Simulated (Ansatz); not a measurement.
Calculated ¹⁸¹Ta nuclear quadrupole resonance for TaSi₂

Cell: an entry of the Crystallography Open Database (COD), whose atoms a relaxation with PBE at fixed cell left in place.

Space group P6_422 (No. 181); a = 4.7839, c = 6.5700 Å, γ = 120.00°.

```csv
site,Wyckoff,site symmetry,x,y,z
Ta,3c,222,0.5000,0.0000,0.0000
Si,6i,..2,0.1590,0.3179,0.0000
```

One atom of each set is listed.

Computed with Ansatz: DFT, PBE, plane waves and PAW, scalar-relativistic, 420 eV cutoff, Γ-centred 11×11×7 k-points, Fermi–Dirac smearing 0.05 eV.

¹⁸¹Ta: I = 7/2, Q = 3170 mb (year-2017 value). Static lattice, zero field.

Q: Predict the zero-field ¹⁸¹Ta lines of each site.

A: For I = 7/2 and η = 0 the lines are |C_Q|/14 times 1, 2 and 3; η shifts the lowest up most. At large η the states mix, and weaker lines appear at sums of the main ones; lines under 5 % of the strongest are left out.

```csv
site,atoms,V_zz (10²¹ V/m²),C_Q (MHz),η,line frequencies (MHz)
Ta,3,6.53,500,0.81,"65.2, 81.7, 99.8, 146.9"
```

With no gap above 0.1 eV, as in a metal, the gradients converge slowly in k; expect changes of a tenth or more on a denser mesh. Without spin–orbit coupling the gradients at and beside Ta can be off by some per cent, at some sites by more. With these PAW files V_zz is typically within 2 to 3 % of all-electron values, but misses above 10 % occur on Ta.
